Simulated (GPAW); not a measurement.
# Fe (Fmmm) in GPAW: convergence with k mesh

Aim: find how far k mesh must go before the results for Fe settle, at PBE. This setting moves, with any that are tied to it; all else stays.

Everything below comes from runs of GPAW 26.7.0. Logs are shortened: lines on timing, memory, paths and dates and some standing lists are left out, and cuts for length are marked. The log counts tension as positive stress, the text compression.

## Step 1: The structure

Symmetry: Fmmm, No. 69, orthorhombic system. The conventional cell has a = 2.997 Å, b = 3.883 Å, c = 3.930 Å, α = 90.00°, β = 90.00°, γ = 90.00°. Around Fe (site symmetry mmm) lie 12 Fe at 2.45 to 2.76 Å.

## Step 2: With k mesh 3 × 3 × 3

The input, run.py:

```python
from ase.dft.bandgap import bandgap
from ase.io import read, write
from ase.units import GPa
from gpaw import GPAW, PW

atoms = read('POSCAR')
atoms.set_initial_magnetic_moments([3.0])

calc = GPAW(mode=PW(600),
            xc='PBE',
            kpts={'size': (3, 3, 3), 'gamma': True},
            occupations={'name': 'fermi-dirac', 'width': 0.05},
            nbands=12,
            convergence={'density': 1e-05, 'energy': 1e-05},
            maxiter=100,
            txt='gpaw.txt')
atoms.calc = calc
energy = atoms.get_potential_energy()
forces = atoms.get_forces()
stress = atoms.get_stress()
calc.write('gs.gpw')
write('result.traj', atoms)
print(f'Energy: {energy:.6f} eV')
print('Forces (eV/A):')
print(forces.round(4))
print('Stress (GPa):', (stress / GPa).round(3))
print('Moments:', calc.get_magnetic_moments().round(3))
print('Fermi level:', round(calc.get_fermi_level(), 4), 'eV')
print(f'Gap: {bandgap(calc)[0]:.4f} eV, direct: {bandgap(calc, direct=True)[0]:.4f} eV')
```

The input, POSCAR:

```
Fe
1.0
    0.0000000000      1.9417396906      1.9651051623
    1.4984397099      0.0000000000      1.9651051623
    1.4984397099      1.9417396906      0.0000000000
Fe
1
Direct
    0.0000000000      0.0000000000      0.0000000000
```

Potentials or basis: GPAW PAW data sets (gpaw-data 1.2.1), pw.

The run is started by

```console
$ OMP_NUM_THREADS=1 python run.py
```

gpaw.txt:

```text
__  _  _
 | _ |_)|_||  |
 |__||  | ||/\| - 26.7.0

Input parameters:
  mode=PW(ecut=600.0),
  convergence={'density': 1e-05, 'energy': 1e-05},
  kpts=MonkhorstPack(size=(3, 3, 3), gamma=True),
  maxiter=100,
  nbands=12,
  occupations=Occupations(name='fermi-dirac', width=0.05),
  xc=XC(name='PBE')

Diagonalizing LCAO Hamiltonian
Converting LCAO to pw mode

       Fe

Atoms  # Å, Bohr magnetons
|   | symbol |        x |        y |        z |    initial magnetic moments |
|---|--------|----------|----------|----------|-----------------------------|
| 0 |     Fe | 0.000000 | 0.000000 | 0.000000 | ( 0.0000,  0.0000,  3.0000) |

Unit cell  # Å
| periodic |        x |        y |        z |  lengths |    angles |
|----------|----------|----------|----------|----------|-----------|
|      yes | 0.000000 | 1.941740 | 1.965105 | 2.762606 | 68.256930 |
|      yes | 1.498440 | 0.000000 | 1.965105 | 2.471226 | 56.189817 |
|      yes | 1.498440 | 1.941740 | 0.000000 | 2.452687 | 55.553253 |

Number of symmetries: 8
Symmetry operations  # r_c * U_cc + t_c -> r_c
|   | kind |            matrix            |
|---|------|------------------------------|
| 0 |  σ   |  1, 0, 0,  1, 0,-1,  1,-1, 0 |
| 1 |  E   |  1, 0, 0,  0, 1, 0,  0, 0, 1 |
| 2 |  C2  |  0, 1,-1,  1, 0,-1,  0, 0,-1 |
| 3 |  σ   |  0, 1,-1,  0, 1, 0, -1, 1, 0 |
| 4 |  C2  |  0,-1, 1,  0,-1, 0,  1,-1, 0 |
| 5 |  σ   |  0,-1, 1, -1, 0, 1,  0, 0, 1 |
| 6 |  i   | -1, 0, 0,  0,-1, 0,  0, 0,-1 |
| 7 |  C2  | -1, 0, 0, -1, 0, 1, -1, 1, 0 |

BZ-sampling:
  Number of BZ points: 27
  Number of IBZ points: 8

  Monkhorst-Pack size: [3, 3, 3]
  Monkhorst-Pack shift: [0, 0, 0]

K-points  # in reciprocal-cell coordinates
|   |                                coordinates |     weight |
|---|--------------------------------------------|------------|
| 0 | (  0.00000000,   0.00000000,   0.00000000) | 0.03703704 |
| 1 | (  0.00000000,   0.33333333,   0.33333333) | 0.07407407 |
| 2 | (  0.33333333,  -0.33333333,  -0.33333333) | 0.14814815 |
| 3 | (  0.33333333,   0.00000000,  -0.33333333) | 0.14814815 |
| 4 | (  0.33333333,   0.00000000,   0.33333333) | 0.07407407 |
| 5 | (  0.33333333,   0.33333333,  -0.33333333) | 0.14814815 |
| 6 | (  0.33333333,   0.33333333,   0.00000000) | 0.07407407 |
| 7 | (  0.33333333,   0.33333333,   0.33333333) | 0.29629630 |

Plane wave coefficients: 394
Cutoff: 600.0 eV

Spin-components: 2 (collinear spins)
Bands:           12
Projectors:      6
Spin-degeneracy: 1
Datatype:        complex128

Parallelization:
  kpt:    1
  domain: 1
  band:   1

Density:
  Valence electrons: 8.0
  Components: 2
  Grid points: [16 16 16]
  Charge: 0.0  # |e|

Potential:
  Grid points: [16 16 16]

species:
  Fe:
    name:    Iron
    Z:       26.0
    valence: 8
    core:    18
    charge:  0.0  # [|e|]
    compensation charges:
      type: gauss
      rc: 0.33  # [Å]
      lmax: 2
    cutoffs:
      filter: 2.06  # [Å]
      core: 2.67  # [Å]
    projectors
    | kind |    occ | energy [eV] | rcut [Å] |
    |------|--------|-------------|----------|
    |   4s |  2.000 |      -5.291 |    1.164 |
    |   4p |  0.000 |      -1.326 |    1.058 |
    |   3d |  6.000 |      -7.505 |    1.058 |
    |    s |        |      21.920 |    1.164 |
    |    p |        |      25.885 |    1.058 |
    |    d |        |      19.706 |    1.058 |

    Using partial waves for Fe as LCAO basis

Reference energy: -34619.454600  # eV

eigensolver:
  PPCG
  Converge bands: occupied
  niter=2

density mixing:
  MSR1-Mixer
  Pratt-step length: 0.05
  Maximum mixing coefficient: 0.75
  Old densities: 10
  SVD Regularization: 0.005
  Good broyden scale: 1.0
  Trust region scale: 1.0
  Backstep threshold: 4.0
  History deletion threshold: 6.0
  Fourier metric: weight=20.0, sigma=0.015

occupation numbers:
  Fermi-Dirac:
    width: 0.0500  # eV

poisson solver:
  ecut: 4800.0  # eV

xc functional:
  name: PBE with 2 nearest neighbor stencil

convergence criteria:
- Maximum integral of absolute [dens]ity change: 1e-05 electrons / valence electron
- Maximum [total energy] change in last 3 cyles: 1e-05 eV / valence electron
- Maximum integral of absolute [eigenst]ate change: 4e-08 eV^2 / valence electron
maximum number of iterations: 100

SCF iterations
|iter     | |      energy | eigst |  dens |  magmom |
|---------|-|-------------|-------|-------|---------|
|iter:   1| |   -8.939887 | +0.03 |       |  +3.0053|
|iter:   2| |   -8.940555 | -2.15 | -1.08 |  +2.9987|
|iter:   3| |   -9.008096 | -2.17 | -1.11 |  +2.9703|
|iter:   4| |   -9.023400 | -2.96 | -1.51 |  +2.9530|
|iter:   5| |   -9.023476 | -3.73 | -1.97 |  +2.9589|
|iter:   6| |   -9.023603 | -4.66 | -2.72 |  +2.9615|
|iter:   7| |   -9.023614 | -6.09 | -3.08 |  +2.9607|
|iter:   8| |   -9.023614c| -7.01 | -3.64 |  +2.9601|
|iter:   9| |   -9.023614c| -8.34c| -4.25 |  +2.9599|
|iter:  10| |   -9.023614c| -8.47c| -4.90 |  +2.9598|
|iter:  11| |   -9.023614c| -9.34c| -5.68c|  +2.9598|

Converged in 11 steps
Energy contributions relative to reference atoms: (reference = -34619.454600)

Energy contributions:
  Kinetic:          15.140596
  Coulomb:         -12.553148
  Zero:              0.057556
  External:          0.000000
  Xc:              -11.665056
  Entropy:          -0.007125
  Spinorbit:         0.000000
  ----------------------------
  Free energy:      -9.027177
  Extrapolated:     -9.023614

dipole moment: (-7.325844, -9.493130, -9.607363)  # |e|*Ang

Total magnetic moment: (0.000000, 0.000000, 2.959828)

Local magnetic moments
|        x |        y |        z |
|----------|----------|----------|
| 0.000000 | 0.000000 | 2.911698 |  # Fe   0

Fermi level: 9.686
Eigenvalues  # (at kpt = [0.000, 0.000, 0.000])
| band index |      eig [eV] | occ [0-1] |      eig [eV] | occ [0-1] |
|------------|---------------|-----------|---------------|-----------|
|          0 |         1.394 |     1.000 |         1.826 |     1.000 |
|          1 |         7.347 |     1.000 |        10.026 |     0.001 |
|          2 |         7.446 |     1.000 |        10.150 |     0.000 |
|          3 |         7.763 |     1.000 |        10.701 |     0.000 |
|          4 |         8.672 |     1.000 |        11.708 |     0.000 |
|          5 |         9.044 |     1.000 |        12.352 |     0.000 |
|          6 |        33.672 |     0.000 |        33.559 |     0.000 |
|          7 |        35.139 |     0.000 |        35.109 |     0.000 |
|          8 |        35.294 |     0.000 |        35.414 |     0.000 |
|          9 |        35.398 |     0.000 |        37.532 |     0.000 |
|         10 |        35.446 |     0.000 |        37.538 |     0.000 |
|         11 |        35.546 |     0.000 |        37.546 |     0.000 |

No gap
No difference between direct/indirect transitions

Forces  # eV/Ang
|       x |       y |        z |
|---------|---------|----------|
| 0.00000 | 0.00000 | -0.00000 |  # Fe   0

Stress tensor  # eV/Ang^3
|         x |         y |         z |
|-----------|-----------|-----------|
| -0.079751 |  0.000000 |  0.000000 |
|  0.000000 | -0.152972 | -0.000000 |
|  0.000000 | -0.000000 | -0.126194 |

# Writing to gs.gpw (mode='')
```

Wall time 3 s (1 thread of Arm Neoverse V2, shared host); peak memory 0.13 GiB.

What came out:

| Quantity | Value |
| --- | --- |
| Free energy | -9.0272 eV |
| Pressure | 19.2 GPa |
| Band gap on the k mesh | none (metal or under the smearing width) |
| Net moment | 2.96 μB per cell |
| Site moments | Fe +2.91 μB |

## Step 3: With k mesh 4 × 4 × 4

run.py: that of step 2 with these lines changed.

```diff
@@ -10,3 +10,3 @@
             xc='PBE',
-            kpts={'size': (3, 3, 3), 'gamma': True},
+            kpts={'size': (4, 4, 4), 'gamma': True},
             occupations={'name': 'fermi-dirac', 'width': 0.05},
```

POSCAR is that of step 2.

Potentials or basis: GPAW PAW data sets (gpaw-data 1.2.1), pw.

The run is started by

```console
$ OMP_NUM_THREADS=1 python run.py
```

Wall time 30 s (1 thread of Arm Neoverse V2, shared host); peak memory 0.13 GiB.

What came out:

```
Free energy            : -9.0115 eV
Pressure               : -4.6 GPa
Band gap on the k mesh : none (metal or under the smearing width)
Net moment             : 1.97 μB per cell
Site moments           : Fe +1.95 μB
```

## Step 4: With k mesh 5 × 5 × 5

run.py: that of step 3 with these lines changed.

```diff
@@ -10,3 +10,3 @@
             xc='PBE',
-            kpts={'size': (4, 4, 4), 'gamma': True},
+            kpts={'size': (5, 5, 5), 'gamma': True},
             occupations={'name': 'fermi-dirac', 'width': 0.05},
```

POSCAR is that of step 3.

The run is started by

```console
$ OMP_NUM_THREADS=1 python run.py
```

Run time: 8.1 s. Hardware: 1 thread of Arm Neoverse V2, shared host; peak memory 0.13 GiB.

Results:

| Property | Result |
| --- | --- |
| Free energy | -8.9621 eV |
| Pressure | -0.4 GPa |
| Band gap on the k mesh | none (metal or under the smearing width) |
| Net moment | 2.06 μB per cell |
| Site moments | Fe +2.09 μB |

## Step 5: With k mesh 7 × 7 × 7

run.py: that of step 4 with these lines changed.

```diff
@@ -10,3 +10,3 @@
             xc='PBE',
-            kpts={'size': (5, 5, 5), 'gamma': True},
+            kpts={'size': (7, 7, 7), 'gamma': True},
             occupations={'name': 'fermi-dirac', 'width': 0.05},
```

POSCAR is that of step 4.

The run is started by

```console
$ OMP_NUM_THREADS=1 python run.py
```

Wall time 14 s (1 thread of Arm Neoverse V2, shared host); peak memory 0.14 GiB.

Results (log left out):

- Free energy: -9.0180 eV
- Pressure: 1.4 GPa
- Band gap on the k mesh: none (metal or under the smearing width)
- Net moment: 2.20 μB per cell
- Site moments: Fe +2.23 μB

## Step 6: With k mesh 8 × 8 × 8

run.py: that of step 5 with these lines changed.

```diff
@@ -10,3 +10,3 @@
             xc='PBE',
-            kpts={'size': (7, 7, 7), 'gamma': True},
+            kpts={'size': (8, 8, 8), 'gamma': True},
             occupations={'name': 'fermi-dirac', 'width': 0.05},
```

POSCAR is that of step 5.

Potentials or basis: GPAW PAW data sets (gpaw-data 1.2.1), pw.

The run is started by

```console
$ OMP_NUM_THREADS=1 python run.py
```

Run time: 18 s. Hardware: 1 thread of Arm Neoverse V2, shared host; peak memory 0.14 GiB.

The run converged. Its results:

| Quantity | Value |
| --- | --- |
| Free energy | -9.0007 eV |
| Pressure | 2.7 GPa |
| Band gap on the k mesh | none (metal or under the smearing width) |
| Net moment | 2.24 μB per cell |
| Site moments | Fe +2.28 μB |

## Step 7: With k mesh 10 × 10 × 10

run.py: that of step 6 with these lines changed.

```diff
@@ -10,3 +10,3 @@
             xc='PBE',
-            kpts={'size': (8, 8, 8), 'gamma': True},
+            kpts={'size': (10, 10, 10), 'gamma': True},
             occupations={'name': 'fermi-dirac', 'width': 0.05},
```

POSCAR is that of step 6.

The run is started by

```console
$ OMP_NUM_THREADS=1 python run.py
```

It took 30 s on 1 thread of Arm Neoverse V2, shared host; peak memory 0.16 GiB.

Results (log left out):

- Free energy: -9.0163 eV
- Pressure: 0.8 GPa
- Band gap on the k mesh: none (metal or under the smearing width)
- Net moment: 2.16 μB per cell
- Site moments: Fe +2.20 μB

## Step 8: With k mesh 12 × 12 × 12

run.py: that of step 7 with these lines changed.

```diff
@@ -10,3 +10,3 @@
             xc='PBE',
-            kpts={'size': (10, 10, 10), 'gamma': True},
+            kpts={'size': (12, 12, 12), 'gamma': True},
             occupations={'name': 'fermi-dirac', 'width': 0.05},
```

POSCAR is that of step 7.

The run is started by

```console
$ OMP_NUM_THREADS=1 python run.py
```

It took 49 s on 1 thread of Arm Neoverse V2, shared host; peak memory 0.19 GiB.

Results (log left out):

```
Free energy            : -9.0158 eV
Pressure               : 2.0 GPa
Band gap on the k mesh : none (metal or under the smearing width)
Net moment             : 2.22 μB per cell
Site moments           : Fe +2.26 μB
```

## Step 9: With k mesh 14 × 14 × 14

run.py: that of step 8 with these lines changed.

```diff
@@ -10,3 +10,3 @@
             xc='PBE',
-            kpts={'size': (12, 12, 12), 'gamma': True},
+            kpts={'size': (14, 14, 14), 'gamma': True},
             occupations={'name': 'fermi-dirac', 'width': 0.05},
```

POSCAR is that of step 8.

Potentials or basis: GPAW PAW data sets (gpaw-data 1.2.1), pw.

The run is started by

```console
$ OMP_NUM_THREADS=1 python run.py
```

Run time: 75 s. Hardware: 1 thread of Arm Neoverse V2, shared host; peak memory 0.23 GiB.

The run converged. Its results:

```yaml
Free_energy: -9.0134 eV
Pressure: 1.4 GPa
Band_gap_on_the_k_mesh: none (metal or under the smearing width)
Net_moment: 2.19 μB per cell
Site_moments: Fe +2.23 μB
```

## Step 10: With k mesh 17 × 17 × 17

run.py: that of step 9 with these lines changed.

```diff
@@ -10,3 +10,3 @@
             xc='PBE',
-            kpts={'size': (14, 14, 14), 'gamma': True},
+            kpts={'size': (17, 17, 17), 'gamma': True},
             occupations={'name': 'fermi-dirac', 'width': 0.05},
```

POSCAR is that of step 9.

The run is started by

```console
$ OMP_NUM_THREADS=1 python run.py
```

Wall time 2.1 min (1 thread of Arm Neoverse V2, shared host); peak memory 0.3 GiB.

The run converged. Its results:

```
Free energy            : -9.0138 eV
Pressure               : 1.5 GPa
Band gap on the k mesh : none (metal or under the smearing width)
Net moment             : 2.20 μB per cell
Site moments           : Fe +2.24 μB
```

## Step 11: Result

| k mesh | energy less the tightest run, at zero smearing (meV/atom) | pressure (GPa) | largest site moment (μB) | SCF cycles | CPU time (s) | peak memory (GiB) |
| --- | --- | --- | --- | --- | --- | --- |
| 3 × 3 × 3 | -13.52 | 19.17 | 2.91 | 11 | 3 | 0.13 |
| 4 × 4 × 4 | 1.60 | -4.56 | 1.95 | 95 | 30 | 0.13 |
| 5 × 5 × 5 | 53.79 | -0.42 | 2.09 | 16 | 8.1 | 0.13 |
| 7 × 7 × 7 | -3.79 | 1.39 | 2.23 | 13 | 14 | 0.14 |
| 8 × 8 × 8 | 14.53 | 2.71 | 2.28 | 12 | 18 | 0.14 |
| 10 × 10 × 10 | -2.59 | 0.78 | 2.20 | 12 | 30 | 0.16 |
| 12 × 12 × 12 | -1.97 | 2.00 | 2.26 | 12 | 49 | 0.19 |
| 14 × 14 × 14 | 0.72 | 1.37 | 2.23 | 12 | 75 | 0.23 |
| 17 × 17 × 17 | 0.00 | 1.52 | 2.24 | 12 | 120 | 0.3 |

Against the tightest run, the energy stays within 1 meV/atom from 14 × 14 × 14 on; the largest site moment stays within 0.02 μB from 14 × 14 × 14 on. Not settled before the last step: the pressure (to 0.1 GPa). Meshes of other sizes hit other points, so gaps and Fermi surfaces needn't settle smoothly. The tightest run that finished is the yardstick and may itself not be fully converged.
